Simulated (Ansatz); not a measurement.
`CC(C)OB(O)Cl` → `OBCl` + `CC(C)=O`  (β-hydride elimination)

Program: Ansatz. Geometries: PBE0-D4/def2-TZVP. ΔE: electronic, gas phase. CCSD(T)/CBS adds triple-zeta CCSD(T) − MP2 to the extrapolated MP2 energy (def2 sets, frozen cores). This one scheme is used for every species. Functionals use def2-TZVPP. Each species was taken in one conformer, which may not be the lowest.

Is it downhill or uphill in electronic energy at CCSD(T)/CBS, and by how much? (An estimate is asked.)

Ansatz gave: Uphill: ΔE = +2.03 eV.

What do these levels give: r2SCAN-D4, PBE0-D4, ωB97M-V, B2PLYP, PBE, PBE0, HF/def2-TZVPP, SCS-MP2/def2-TZVPP, MP2/def2-QZVPP, SCS-MP2/def2-QZVPP, HF/CBS(def2), CCSD/CBS(def2)? (Best estimate.)

Computed: r2SCAN-D4 2.01, PBE0-D4 2.05, ωB97M-V 2.02, B2PLYP 1.85, PBE 1.76, PBE0 1.94, HF/def2-TZVPP 1.72, SCS-MP2/def2-TZVPP 1.96, MP2/def2-QZVPP 2.10, SCS-MP2/def2-QZVPP 1.97, HF/CBS(def2) 1.71, CCSD/CBS(def2) 2.03 eV.

Largest T1 diagnostic among the species: 0.013.

In def2-TZVPP, CCSD(T) changes the Hartree–Fock value by +0.28 eV (the triples alone add +0.00 eV) and MP2 by +0.37 eV. The D4 term adds +0.19 eV with B3LYP and +0.11 eV with PBE0; it sums over pairs of atoms, weighted by their polarisabilities, and B3LYP, whose exchange is more repulsive, gets the larger term.

B3LYP here is the variant with VWN-RPA as its local correlation; programs differ in this.
